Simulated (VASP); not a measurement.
Set up this calculation in VASP 6.6.1, as the native input.

```yaml
Task: electric field gradients
Functional: PBEsol
Potentials_or_basis: VASP PAW PBE potentials, release 64 (Ga_d, N)
Cutoff: 600 eV
k_mesh: 8 × 8 × 5
Occupations: fermi-dirac, width 0.02 eV
Spin: no spin polarisation
Further_INCAR_settings: ALGO = Fast; EDIFF = 1e-07
```

The structure of GaN lies in POSCAR:

```
GaN
1.0
    3.1800000000      0.0000000000      0.0000000000
   -1.5900000000      2.7539607840      0.0000000000
    0.0000000000      0.0000000000      5.1660000000
Ga N
2 2
Direct
    0.3333333333      0.6666666667      0.0000000000
    0.6666666667      0.3333333333      0.5000000000
    0.3333333333      0.6666666667      0.3750000000
    0.6666666667      0.3333333333      0.8750000000
```

The input as run:

INCAR

```
PREC     = Accurate       # precision mode
ENCUT    = 600            # plane-wave cutoff, eV
EDIFF    = 1E-7           # SCF threshold, eV
ISMEAR   = -1             # smearing method
SIGMA    = 0.02           # smearing width, eV
LREAL    = False          # projectors in reciprocal space
LASPH    = True           # aspherical terms in the spheres
NELM     = 100            # most SCF steps
ALGO     = Fast           # electronic algorithm
ISIF     = 2              # what is computed and relaxed
LWAVE    = False          # write WAVECAR
LCHARG   = False          # write CHGCAR
GGA      = PS             # functional
LEFG     = True
```

KPOINTS

```
regular mesh
0
Gamma
  8 8 5
```

Potentials or basis: VASP PAW PBE potentials, release 64 (Ga_d, N).

The run is started by

```bash
$ cat potpaw_PBE.64/Ga_d/POTCAR potpaw_PBE.64/N/POTCAR > POTCAR
$ mpirun -np 1 vasp_std > vasp.out
```

Results of the run:

The pressure is 0.6 GPa, the largest force is 0.131 eV/Å and the band gap on the k mesh is 1.93 eV, direct.

Caveat: the PAW data sets were made with another functional, which shifts forces and pressure a little.

It took 28 s on 1 thread of Intel(R) Xeon(R) 6975P-C (Granite Rapids), on a shared host, peak memory 0.19 GiB.
